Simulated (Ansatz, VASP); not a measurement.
**Two plane-wave programs on Ga**

The input INCAR:

```
PREC = Accurate
ENCUT = 520
EDIFF = 1E-7
ISMEAR = -1
SIGMA = 0.05
LREAL = F
LASPH = T
NELM = 60
ALGO = Normal
ISIF = 2
LWAVE = F
LCHARG = F
GGA = PS
NBANDS = 20
```

KPOINTS

```
regular mesh
0
Gamma
  10 10 8
```

The input POSCAR:

```
Ga
1.0
    1.3547675884     -3.9443034667      0.0000000000
    1.3547675884      3.9443034667      0.0000000000
   -0.1150499344      0.0000000000      3.2619526240
Ga
2
Direct
    0.1310000000      0.8690000000      0.7500000000
    0.8690000000      0.1310000000      0.2500000000
```

File input.yaml:

```yaml
crystal:
  lattice:
    - [1.3547675884, -3.9443034667, 0.0]
    - [1.3547675884, 3.9443034667, 0.0]
    - [-0.1150499344, 0.0, 3.261952624]
  atoms:
    - { symbol: Ga, position: [0.131, 0.869, 0.75] }
    - { symbol: Ga, position: [0.869, 0.131, 0.25] }
hamiltonian:
  xc: pbesol
  pseudopotentials: { kind: paw }
kpoints:
  mp_grid: { grid: [10, 10, 8] }
scf:
  occupations: { method: fermi_dirac, width: 0.05 }
output:
  forces: true
  stress: true
  eigenvalues: true
```

Change from the starting cell: volume scaled by 0.94.

Alike in both runs: task single point; functional PBEsol; k mesh 10 × 10 × 8; occupations fermi-dirac, width 0.05 eV; no spin polarisation.

```csv
,VASP,Ansatz
version,VASP 6.6.1,Ansatz 0.2.0
potentials or method,"VASP PAW PBE potentials, release 64 (Ga_d)",Ansatz PAW
plane-wave cutoff (eV),520,420
valence electrons in the cell,26,26
```

```tsv
	VASP	Ansatz	Ansatz less VASP
gap on the k mesh at the Fermi level (eV)	none	none	-
pressure (GPa)	1.9	1.9	-0.08
largest component of the traceless stress (GPa)	1.05	1.04	-0.015
rms of the force components (eV/Å)	0.127	0.128	+0.0011
```

Atom by atom the forces differ by 0.001 eV/Å (rms over components). A gap of «none» marks a metal or a gap that the smearing closes. With one functional, cell and mesh, what is left measures potentials, basis and numerics.

Caveats: the PAW data sets were made with another functional, which shifts forces and pressure a little (VASP); the PAW data sets come from PBE, with cores solved anew for the run's functional, which leaves a small shift of forces and pressure (Ansatz).
